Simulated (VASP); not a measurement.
A run of VASP 6.6.1 is set up as follows.

INCAR

```
ALGO = Fast ; EDIFF = 1E-6
ENCUT = 520 ; ISIF = 2
ISMEAR = -1 ; LASPH = True
LCHARG = False ; LREAL = False
LWAVE = False ; NBANDS = 17
NELM = 60 ; PREC = Accurate
SIGMA = 0.1
```

KPOINTS

```
k-points
0
Gamma
  11 11 11
```

File POSCAR:

```
Pd
1.0
    0.0000000000      2.8091345367      2.8091345367
    2.8091345367      0.0000000000      2.8091345367
    2.8091345367      2.8091345367      0.0000000000
Pd
2
Direct
    0.1250000000      0.1250000000      0.1250000000
    0.8750000000      0.8750000000      0.8750000000
```

Potentials or basis: VASP PAW LDA potentials, release 64 (Pd).

Command:

```bash
$ cat potpaw_LDA.64/Pd/POTCAR > POTCAR
$ mpirun -np 1 vasp_std > vasp.out
```

Q: Predict the band gap on the k mesh.

A: None (metal or under the smearing width).

Q: Estimate the pressure.

A: -0.3 GPa.
